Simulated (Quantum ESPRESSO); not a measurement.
# ZrS (Fm-3m) in Quantum ESPRESSO: notebook, part 2 of 2

Quantum ESPRESSO 7.5.

## (3) Band structure, r2SCAN

pw.in reads:

```
&CONTROL
  calculation = 'scf'
  prefix = 'pwscf'
  outdir = './tmp'
  pseudo_dir = './pseudo'
  tprnfor = .true.
  tstress = .true.
  disk_io = 'low'
/
&SYSTEM
  ibrav = 0
  nat = 2
  ntyp = 2
  ecutwfc = 66
  nbnd = 15
  input_dft = 'r2scan'
  occupations = 'smearing'
  smearing = 'fd'
  degauss = 0.00367493
  nosym = .true.
/
&ELECTRONS
  conv_thr = 1d-08
  electron_maxstep = 120
  mixing_beta = 0.5
/
ATOMIC_SPECIES
Zr    91.2240 Zr_ONCV_PBE-1.2.upf
S     32.0600 S_ONCV_PBE-1.2.upf
CELL_PARAMETERS angstrom
   0.0000000000    2.6250000000    2.6250000000
   2.6250000000    0.0000000000    2.6250000000
   2.6250000000    2.6250000000    0.0000000000
ATOMIC_POSITIONS crystal
Zr     0.0000000000    0.0000000000    0.0000000000
S      0.5000000000    0.5000000000    0.5000000000
K_POINTS automatic
7 7 7 0 0 0
```

bands.in reads:

```
&CONTROL
  calculation = 'bands'
  prefix = 'pwscf'
  outdir = './tmp'
  pseudo_dir = './pseudo'
  disk_io = 'low'
  verbosity = 'high'
/
&SYSTEM
  ibrav = 0
  nat = 2
  ntyp = 2
  ecutwfc = 66
  nbnd = 15
  input_dft = 'r2scan'
  occupations = 'smearing'
  smearing = 'fd'
  degauss = 0.00367493
  nosym = .true.
/
&ELECTRONS
  conv_thr = 1d-08
  electron_maxstep = 120
  mixing_beta = 0.5
  diago_full_acc = .true.
  startingwfc = 'random'
/
ATOMIC_SPECIES
Zr    91.2240 Zr_ONCV_PBE-1.2.upf
S     32.0600 S_ONCV_PBE-1.2.upf
CELL_PARAMETERS angstrom
   0.0000000000    2.6250000000    2.6250000000
   2.6250000000    0.0000000000    2.6250000000
   2.6250000000    2.6250000000    0.0000000000
ATOMIC_POSITIONS crystal
Zr     0.0000000000    0.0000000000    0.0000000000
S      0.5000000000    0.5000000000    0.5000000000
K_POINTS crystal
60
 0.0000000000  0.0000000000  0.0000000000 1
 0.0625000000  0.0000000000  0.0625000000 1
 0.1250000000  0.0000000000  0.1250000000 1
 0.1875000000  0.0000000000  0.1875000000 1
 0.2500000000  0.0000000000  0.2500000000 1
 0.3125000000  0.0000000000  0.3125000000 1
 0.3750000000  0.0000000000  0.3750000000 1
 0.4375000000  0.0000000000  0.4375000000 1
 0.5000000000  0.0000000000  0.5000000000 1
 0.5000000000  0.0625000000  0.5625000000 1
 0.5000000000  0.1250000000  0.6250000000 1
 0.5000000000  0.1875000000  0.6875000000 1
 0.5000000000  0.2500000000  0.7500000000 1
 0.4375000000  0.3125000000  0.7500000000 1
 0.3750000000  0.3750000000  0.7500000000 1
 0.3375000000  0.3375000000  0.6750000000 1
 0.3000000000  0.3000000000  0.6000000000 1
 0.2625000000  0.2625000000  0.5250000000 1
 0.2250000000  0.2250000000  0.4500000000 1
 0.1875000000  0.1875000000  0.3750000000 1
 0.1500000000  0.1500000000  0.3000000000 1
 0.1125000000  0.1125000000  0.2250000000 1
 0.0750000000  0.0750000000  0.1500000000 1
 0.0375000000  0.0375000000  0.0750000000 1
 0.0000000000  0.0000000000  0.0000000000 1
 0.0625000000  0.0625000000  0.0625000000 1
 0.1250000000  0.1250000000  0.1250000000 1
 0.1875000000  0.1875000000  0.1875000000 1
 0.2500000000  0.2500000000  0.2500000000 1
 0.3125000000  0.3125000000  0.3125000000 1
 0.3750000000  0.3750000000  0.3750000000 1
 0.4375000000  0.4375000000  0.4375000000 1
 0.5000000000  0.5000000000  0.5000000000 1
 0.5250000000  0.4500000000  0.5250000000 1
 0.5500000000  0.4000000000  0.5500000000 1
 0.5750000000  0.3500000000  0.5750000000 1
 0.6000000000  0.3000000000  0.6000000000 1
 0.6250000000  0.2500000000  0.6250000000 1
 0.5833333333  0.2500000000  0.6666666667 1
 0.5416666667  0.2500000000  0.7083333333 1
 0.5000000000  0.2500000000  0.7500000000 1
 0.5000000000  0.2857142857  0.7142857143 1
 0.5000000000  0.3214285714  0.6785714286 1
 0.5000000000  0.3571428571  0.6428571429 1
 0.5000000000  0.3928571429  0.6071428571 1
 0.5000000000  0.4285714286  0.5714285714 1
 0.5000000000  0.4642857143  0.5357142857 1
 0.5000000000  0.5000000000  0.5000000000 1
 0.4821428571  0.4821428571  0.5357142857 1
 0.4642857143  0.4642857143  0.5714285714 1
 0.4464285714  0.4464285714  0.6071428571 1
 0.4285714286  0.4285714286  0.6428571429 1
 0.4107142857  0.4107142857  0.6785714286 1
 0.3928571429  0.3928571429  0.7142857143 1
 0.3750000000  0.3750000000  0.7500000000 1
 0.6250000000  0.2500000000  0.6250000000 1
 0.5937500000  0.1875000000  0.5937500000 1
 0.5625000000  0.1250000000  0.5625000000 1
 0.5312500000  0.0625000000  0.5312500000 1
 0.5000000000  0.0000000000  0.5000000000 1
```

Potentials or basis: SG15 PBE 1.2.

Command:

```console
$ OMP_NUM_THREADS=1 mpirun -n 2 pw.x -nk 2 -in pw.in > pw.out
$ OMP_NUM_THREADS=1 mpirun -n 2 pw.x -nk 2 -in bands.in > bands.out
```

pw.out:

```text
This program is part of the open-source Quantum ESPRESSO suite
     for quantum simulation of materials; please cite
         "P. Giannozzi et al., J. Phys.:Condens. Matter 21 395502 (2009);
         "P. Giannozzi et al., J. Phys.:Condens. Matter 29 465901 (2017);
         "P. Giannozzi et al., J. Chem. Phys. 152 154105 (2020);
     in publications or presentations arising from this work. More details at

     IMPORTANT: XC functional enforced from input :
     Exchange-correlation= R2SCAN
                           (   0   0   0   0   0 497 498)
     Any further DFT definition will be discarded
     Please, verify this is what you really want

     K-points division:     npool     =       2
     Subspace diagonalization in iterative solution of the eigenvalue problem:
     a serial algorithm will be used

     G-vector sticks info
     --------------------
     sticks:   dense  smooth     PW     G-vecs:    dense   smooth      PW
     Sum         889     889    283                17573    17573    3071

     Using Slab Decomposition

     bravais-lattice index     =            0
     lattice parameter (alat)  =       7.0153  a.u.
     unit-cell volume          =     244.1263 (a.u.)^3
     number of atoms/cell      =            2
     number of atomic types    =            2
     number of electrons       =        18.00
     number of Kohn-Sham states=           15
     kinetic-energy cutoff     =      66.0000  Ry
     charge density cutoff     =     264.0000  Ry
     scf convergence threshold =      1.0E-08
     mixing beta               =       0.5000
     number of iterations used =            8  plain     mixing
     Exchange-correlation= R2SCAN
                           (   0   0   0   0   0 497 498)

     celldm(1)=   7.015250  celldm(2)=   0.000000  celldm(3)=   0.000000
     celldm(4)=   0.000000  celldm(5)=   0.000000  celldm(6)=   0.000000

     crystal axes: (cart. coord. in units of alat)
               a(1) = (   0.000000   0.707107   0.707107 )
               a(2) = (   0.707107   0.000000   0.707107 )
               a(3) = (   0.707107   0.707107   0.000000 )

     reciprocal axes: (cart. coord. in units 2 pi/alat)
               b(1) = ( -0.707107  0.707107  0.707107 )
               b(2) = (  0.707107 -0.707107  0.707107 )
               b(3) = (  0.707107  0.707107 -0.707107 )

     PseudoPot. # 1 for Zr read from file:
     Zr_ONCV_PBE-1.2.upf
     Pseudo is Norm-conserving, Zval = 12.0
     Generated using ONCVPSP code by D. R. Hamann
     Using radial grid of  602 points,  6 beta functions with:
                l(1) =   0
                l(2) =   0
                l(3) =   1
                l(4) =   1
                l(5) =   2
                l(6) =   2

     PseudoPot. # 2 for S  read from file:
     S_ONCV_PBE-1.2.upf
     Pseudo is Norm-conserving, Zval =  6.0
     Generated using ONCVPSP code by D. R. Hamann
     Using radial grid of  602 points,  4 beta functions with:
                l(1) =   0
                l(2) =   0
                l(3) =   1
                l(4) =   1

     atomic species   valence    mass     pseudopotential
     Zr               12.00    91.22400     Zr( 1.00)
     S                 6.00    32.06000     S ( 1.00)

     No symmetry found

   Cartesian axes

     site n.     atom                  positions (alat units)
         1        Zr     tau(   1) = (   0.0000000   0.0000000   0.0000000  )
         2        S      tau(   2) = (   0.7071068   0.7071068   0.7071068  )

     number of k points=   172  Fermi-Dirac smearing, width (Ry)=  0.0037

     Number of k-points >= 100: set verbosity='high' to print them.

     Dense  grid:    17573 G-vectors     FFT dimensions: (  40,  40,  40)

     WARNING: libxc functional with ID  497 depends
      on external parameters: check the user_guide of
      QE if you need to modify them or to check their
      default values.

     WARNING: libxc functional with ID  498 depends
      on external parameters: check the user_guide of
      QE if you need to modify them or to check their
      default values.

     Initial potential from superposition of free atoms

     starting charge      17.8370, renormalised to      18.0000
     Starting wfcs are random

     Self-consistent Calculation

     iteration #  1     ecut=    66.00 Ry     beta= 0.50
     Davidson diagonalization with overlap
     ethr =  1.00E-02,  avg # of iterations =  8.7

     total energy              =    -115.51093691 Ry
     estimated scf accuracy    <       2.59342859 Ry

     iteration #  2     ecut=    66.00 Ry     beta= 0.50
     Davidson diagonalization with overlap
     ethr =  1.00E-02,  avg # of iterations =  1.0

     total energy              =    -115.57175377 Ry
     estimated scf accuracy    <       0.56190676 Ry

     iteration #  3     ecut=    66.00 Ry     beta= 0.50
     Davidson diagonalization with overlap
     ethr =  3.12E-03,  avg # of iterations =  1.0

     total energy              =    -115.57766399 Ry
     estimated scf accuracy    <       0.01868652 Ry

     iteration #  4     ecut=    66.00 Ry     beta= 0.50
     Davidson diagonalization with overlap
     ethr =  1.04E-04,  avg # of iterations =  3.9

     total energy              =    -115.57883050 Ry
     estimated scf accuracy    <       0.00040352 Ry

     iteration #  5     ecut=    66.00 Ry     beta= 0.50
     Davidson diagonalization with overlap
     ethr =  2.24E-06,  avg # of iterations =  6.6

     total energy              =    -115.57892113 Ry
     estimated scf accuracy    <       0.00002193 Ry

     iteration #  6     ecut=    66.00 Ry     beta= 0.50
     Davidson diagonalization with overlap
     ethr =  1.22E-07,  avg # of iterations =  2.3

     total energy              =    -115.57892706 Ry
     estimated scf accuracy    <       0.00000426 Ry

     iteration #  7     ecut=    66.00 Ry     beta= 0.50
     Davidson diagonalization with overlap
     ethr =  2.37E-08,  avg # of iterations =  2.0

     total energy              =    -115.57892795 Ry
     estimated scf accuracy    <       0.00000029 Ry

     iteration #  8     ecut=    66.00 Ry     beta= 0.50
     Davidson diagonalization with overlap
     ethr =  1.59E-09,  avg # of iterations =  2.7

     total energy              =    -115.57892803 Ry
     estimated scf accuracy    <       0.00000002 Ry

     iteration #  9     ecut=    66.00 Ry     beta= 0.50
     Davidson diagonalization with overlap
     ethr =  8.51E-11,  avg # of iterations =  2.8

     End of self-consistent calculation

     Number of k-points >= 100: set verbosity='high' to print the bands.

     the Fermi energy is    14.8621 ev

!    total energy              =    -115.57892803 Ry
     estimated scf accuracy    <          1.6E-09 Ry
     smearing contrib. (-TS)   =      -0.00089468 Ry
     internal energy E=F+TS    =    -115.57803335 Ry

     The total energy is F=E-TS. E is the sum of the following terms:
     one-electron contribution =     -16.14877179 Ry
     hartree contribution      =      16.14925419 Ry
     xc contribution           =     -16.57735100 Ry
     ewald contribution        =     -99.00116474 Ry

     convergence has been achieved in   9 iterations

     Forces acting on atoms (cartesian axes, Ry/au):

     atom    1 type  1   force =    -0.00000000   -0.00000017   -0.00000012
     atom    2 type  2   force =     0.00000000    0.00000017    0.00000012

     Total force =     0.000000     Total SCF correction =     0.000004
     SCF correction compared to forces is large: reduce conv_thr to get better values

     Computing stress (Cartesian axis) and pressure

          total   stress  (Ry/bohr**3)                   (kbar)     P=      -17.86
  -0.00012138  -0.00000000   0.00000000          -17.86       -0.00        0.00
  -0.00000000  -0.00012139  -0.00000000           -0.00      -17.86       -0.00
   0.00000000  -0.00000000  -0.00012138            0.00       -0.00      -17.86

=------------------------------------------------------------------------------=
   JOB DONE.
=------------------------------------------------------------------------------=
```

It took 3.3 min on 2 MPI ranks of Arm Neoverse V2, shared host; peak memory 0.22 GiB.

Results:

```
Free energy            : -1572.5314 eV
Pressure               : -1.8 GPa
Band gap on the k mesh : none (metal or under the smearing width)
```

Levels at the corners of the path, in eV from the Fermi level:
```csv
point,band 5,band 6,band 7,band 8,band 9,band 10,band 11,band 12,band 13,band 14
Γ,-16.94,-4.02,-4.02,-4.02,-1.42,-1.42,-1.42,-0.65,-0.65,2.10
X,-16.07,-6.82,-5.00,-5.00,-3.55,0.58,2.39,2.39,3.00,3.46
W,-15.76,-6.64,-6.44,-6.44,-0.01,-0.01,1.91,2.40,2.47,7.98
K,-15.79,-6.82,-6.67,-5.80,-1.54,1.79,2.00,2.57,2.63,5.38
Γ,-16.94,-4.02,-4.02,-4.02,-1.42,-1.42,-1.42,-0.65,-0.65,2.10
L,-15.37,-8.57,-6.46,-6.46,1.49,1.49,1.81,2.05,5.77,5.77
U,-15.79,-6.82,-6.67,-5.80,-1.54,1.79,2.00,2.57,2.63,5.38
W,-15.76,-6.64,-6.44,-6.44,-0.01,-0.01,1.91,2.40,2.47,7.98
L,-15.37,-8.57,-6.46,-6.46,1.49,1.49,1.81,2.05,5.77,5.77
K,-15.79,-6.82,-6.67,-5.80,-1.54,1.79,2.00,2.57,2.63,5.38
U,-15.79,-6.82,-6.67,-5.80,-1.54,1.79,2.00,2.57,2.63,5.38
X,-16.07,-6.82,-5.00,-5.00,-3.55,0.58,2.39,2.39,3.00,3.46
```

Caveat: the k mesh is coarse; the potentials were made for another functional, which shifts forces and pressure.

## (4) Single point, r2SCAN, 17.00 Å³/atom

pw.in, as its differences from that of step 3:

```diff
@@ -7,3 +7,3 @@
   tstress = .true.
-  disk_io = 'low'
+  disk_io = 'nowf'
 /
@@ -20,2 +20,5 @@
   nosym = .true.
+  nr1 = 40
+  nr2 = 40
+  nr3 = 40
 /
@@ -30,5 +33,5 @@
 CELL_PARAMETERS angstrom
-   0.0000000000    2.6250000000    2.6250000000
-   2.6250000000    0.0000000000    2.6250000000
-   2.6250000000    2.6250000000    0.0000000000
+   0.0000000000    2.5714135354    2.5714135354
+   2.5714135354    0.0000000000    2.5714135354
+   2.5714135354    2.5714135354    0.0000000000
 ATOMIC_POSITIONS crystal
```

Command:

```console
$ OMP_NUM_THREADS=1 mpirun -n 2 pw.x -nk 2 -in pw.in > pw.out
```

Wall time 2.4 min (2 MPI ranks of Arm Neoverse V2, shared host); peak memory 0.22 GiB.

The run converged. Its results:

```
Free energy            : -1572.4939 eV
Pressure               : 7.6 GPa
Band gap on the k mesh : none (metal or under the smearing width)
```

Caveat: the k mesh is coarse; the potentials were made for another functional, which shifts forces and pressure.

## (5) Single point, r2SCAN, 17.36 Å³/atom

pw.in, as its differences from that of step 4:

```diff
@@ -33,5 +33,5 @@
 CELL_PARAMETERS angstrom
-   0.0000000000    2.5714135354    2.5714135354
-   2.5714135354    0.0000000000    2.5714135354
-   2.5714135354    2.5714135354    0.0000000000
+   0.0000000000    2.5895226780    2.5895226780
+   2.5895226780    0.0000000000    2.5895226780
+   2.5895226780    2.5895226780    0.0000000000
 ATOMIC_POSITIONS crystal
```

Command:

```console
$ OMP_NUM_THREADS=1 mpirun -n 2 pw.x -nk 2 -in pw.in > pw.out
```

Wall time 2.4 min (2 MPI ranks of Arm Neoverse V2, shared host); peak memory 0.22 GiB.

The run converged. Its results:

```
Free energy            : -1572.5208 eV
Pressure               : 4.1 GPa
Band gap on the k mesh : none (metal or under the smearing width)
```

Caveat: the k mesh is coarse; the potentials were made for another functional, which shifts forces and pressure.

## (6) Single point, r2SCAN, 17.73 Å³/atom

pw.in, as its differences from that of step 5:

```diff
@@ -33,5 +33,5 @@
 CELL_PARAMETERS angstrom
-   0.0000000000    2.5895226780    2.5895226780
-   2.5895226780    0.0000000000    2.5895226780
-   2.5895226780    2.5895226780    0.0000000000
+   0.0000000000    2.6073820195    2.6073820195
+   2.6073820195    0.0000000000    2.6073820195
+   2.6073820195    2.6073820195    0.0000000000
 ATOMIC_POSITIONS crystal
```

Potentials or basis: SG15 PBE 1.2.

Command:

```console
$ OMP_NUM_THREADS=1 mpirun -n 2 pw.x -nk 2 -in pw.in > pw.out
```

It took 2.5 min on 2 MPI ranks of Arm Neoverse V2, shared host; peak memory 0.22 GiB.

It converged, with:

| Property | Result |
| --- | --- |
| Free energy | -1572.5328 eV |
| Pressure | 1.0 GPa |
| Band gap on the k mesh | none (metal or under the smearing width) |

Caveat: the k mesh is coarse; the potentials were made for another functional, which shifts forces and pressure.

## (7) Single point, r2SCAN, 18.09 Å³/atom

pw.in, as its differences from that of step 6:

```diff
@@ -33,5 +33,5 @@
 CELL_PARAMETERS angstrom
-   0.0000000000    2.6073820195    2.6073820195
-   2.6073820195    0.0000000000    2.6073820195
-   2.6073820195    2.6073820195    0.0000000000
+   0.0000000000    2.6250000000    2.6250000000
+   2.6250000000    0.0000000000    2.6250000000
+   2.6250000000    2.6250000000    0.0000000000
 ATOMIC_POSITIONS crystal
```

Command:

```console
$ OMP_NUM_THREADS=1 mpirun -n 2 pw.x -nk 2 -in pw.in > pw.out
```

It took 2.5 min on 2 MPI ranks of Arm Neoverse V2, shared host; peak memory 0.22 GiB.

The run converged. Its results:

| Item | Value |
| --- | --- |
| Free energy | -1572.5314 eV |
| Pressure | -1.8 GPa |
| Band gap on the k mesh | none (metal or under the smearing width) |

Caveat: the k mesh is coarse; the potentials were made for another functional, which shifts forces and pressure.

## (8) Single point, r2SCAN, 18.45 Å³/atom

pw.in, as its differences from that of step 7:

```diff
@@ -33,5 +33,5 @@
 CELL_PARAMETERS angstrom
-   0.0000000000    2.6250000000    2.6250000000
-   2.6250000000    0.0000000000    2.6250000000
-   2.6250000000    2.6250000000    0.0000000000
+   0.0000000000    2.6423846126    2.6423846126
+   2.6423846126    0.0000000000    2.6423846126
+   2.6423846126    2.6423846126    0.0000000000
 ATOMIC_POSITIONS crystal
```

Command:

```console
$ OMP_NUM_THREADS=1 mpirun -n 2 pw.x -nk 2 -in pw.in > pw.out
```

It took 2.5 min on 2 MPI ranks of Arm Neoverse V2, shared host; peak memory 0.22 GiB.

It converged, with:

```yaml
Free_energy: -1572.5181 eV
Pressure: -4.3 GPa
Band_gap_on_the_k_mesh: none (metal or under the smearing width)
```

Caveat: the k mesh is coarse; the potentials were made for another functional, which shifts forces and pressure.

## (9) Single point, r2SCAN, 18.81 Å³/atom

pw.in, as its differences from that of step 8:

```diff
@@ -33,5 +33,5 @@
 CELL_PARAMETERS angstrom
-   0.0000000000    2.6423846126    2.6423846126
-   2.6423846126    0.0000000000    2.6423846126
-   2.6423846126    2.6423846126    0.0000000000
+   0.0000000000    2.6595434350    2.6595434350
+   2.6595434350    0.0000000000    2.6595434350
+   2.6595434350    2.6595434350    0.0000000000
 ATOMIC_POSITIONS crystal
```

Potentials or basis: SG15 PBE 1.2.

Command:

```console
$ OMP_NUM_THREADS=1 mpirun -n 2 pw.x -nk 2 -in pw.in > pw.out
```

It took 2.5 min on 2 MPI ranks of Arm Neoverse V2, shared host; peak memory 0.22 GiB.

It converged, with:

- Free energy: -1572.4941 eV
- Pressure: -6.5 GPa
- Band gap on the k mesh: none (metal or under the smearing width)

Caveat: the k mesh is coarse; the potentials were made for another functional, which shifts forces and pressure.

## (10) Single point, r2SCAN, 19.17 Å³/atom

pw.in, as its differences from that of step 9:

```diff
@@ -33,5 +33,5 @@
 CELL_PARAMETERS angstrom
-   0.0000000000    2.6595434350    2.6595434350
-   2.6595434350    0.0000000000    2.6595434350
-   2.6595434350    2.6595434350    0.0000000000
+   0.0000000000    2.6764836589    2.6764836589
+   2.6764836589    0.0000000000    2.6764836589
+   2.6764836589    2.6764836589    0.0000000000
 ATOMIC_POSITIONS crystal
```

Command:

```console
$ OMP_NUM_THREADS=1 mpirun -n 2 pw.x -nk 2 -in pw.in > pw.out
```

It took 2.6 min on 2 MPI ranks of Arm Neoverse V2, shared host; peak memory 0.22 GiB.

It converged, with:

| Quantity | Value |
| --- | --- |
| Free energy | -1572.4606 eV |
| Pressure | -8.5 GPa |
| Band gap on the k mesh | none (metal or under the smearing width) |

Caveat: the k mesh is coarse; the potentials were made for another functional, which shifts forces and pressure.

## (11) Equation of state, r2SCAN

This step only gathers the single runs of the series.

What came out:

```
Equilibrium volume                      : 17.87 Å³/atom
Bulk modulus                            : 140 GPa
Pressure derivative of the bulk modulus : 4.5
```

Energy against volume, from the lowest point:
```tsv
volume (Å³/atom)	energy (meV/atom)
17.003	19.44
17.364	5.99
17.726	0.00
18.088	0.68
18.450	7.33
18.811	19.32
19.173	36.10
```

Caveat: the potentials were made for another functional, which shifts forces and pressure.

## (12) Overview

```csv
task,level,potentials or basis,k mesh,cutoff (eV),form of the LDA correlation,SCF threshold,symmetry,gap on the mesh (eV),pressure (GPa)
band structure,LDA,GBRV 1.5 LDA,9 × 9 × 9,612,PZ81,4e-10 Ry,-,none,-9.1
band structure,r2SCAN,SG15 PBE 1.2,7 × 7 × 7,898,-,1e-08 Ry,off,none,-1.8
equation of state,r2SCAN,SG15 PBE 1.2,7 × 7 × 7,898,-,1e-08 Ry,off,-,-
```

Alike in all rows: no spin polarisation; cell as given; smearing fermi-dirac 0.05 eV.

Caveats: the potentials were made for another functional, which shifts forces and pressure (some runs).

Absolute energies hang on the potentials; compare differences alone.
